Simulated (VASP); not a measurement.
Crystal: Tc.

```
Tc
1.0
     2.74000    0.00000    0.00000
    -1.37000    2.37291    0.00000
     0.00000    0.00000    4.39800
Tc
2
Direct
  0.66667 0.33333 0.75000
  0.33333 0.66667 0.25000
```

* Program: VASP 6.6.1
* Task: relaxation of cell and atoms
* Functional: AM05
* Potentials or basis: VASP PAW PBE potentials, release 64 (Tc_pv)
* Cutoff: 600 eV
* k mesh: 11 × 11 × 6
* Occupations: gaussian, width 0.05 eV
* Spin: no spin polarisation

At the start: pressure -8.9 GPa; volume 14.30 Å³/atom.

Problem. How do energy, volume and symmetry change on relaxing?

Solution. Over 15 steps the energy falls by 11.5 meV/atom and the volume is 13.89 Å³/atom (-2.8 %); space group P6_3/mmc (No. 194, to 0.05 Å).

Step by step:
| step | energy change (eV) | largest force (eV/Å) | pressure (GPa) | volume (Å³) |
| --- | --- | --- | --- | --- |
| 1 | 0.0000 | 0.0000 | -8.93 | 28.59 |
| 2 | -0.0151 | 0.0000 | -5.36 | 28.25 |
| 3 | -0.0228 | 0.0000 | 0.74 | 27.72 |
| 4 | -0.0228 | 0.0000 | 0.66 | 27.73 |
| 5 | -0.0229 | 0.0000 | 0.51 | 27.74 |
| 6 | -0.0229 | 0.0000 | 0.30 | 27.76 |
| 7 | -0.0229 | 0.0000 | 0.07 | 27.78 |
| 8 | -0.0230 | 0.0000 | -0.16 | 27.80 |
| 9 | -0.0230 | 0.0000 | -0.16 | 27.80 |
| 10 | -0.0230 | 0.0000 | -0.15 | 27.80 |
| 11 | -0.0230 | 0.0000 | -0.14 | 27.80 |
| 12 | -0.0230 | 0.0000 | -0.12 | 27.79 |
| 13 | -0.0230 | 0.0000 | -0.10 | 27.79 |
| 14 | -0.0230 | 0.0000 | -0.08 | 27.79 |
| 15 | -0.0230 | 0.0000 | -0.05 | 27.79 |

Final structure:
```
CELL_PARAMETERS angstrom
2.71221 0.00000 0.00000
-1.35611 2.34885 0.00000
0.00000 0.00000 4.36207
ATOMIC_POSITIONS crystal
Tc 0.66667 0.33333 0.75000
Tc 0.33333 0.66667 0.25000
```

Caveat: the PAW data sets were made with another functional, which shifts forces and pressure a little.
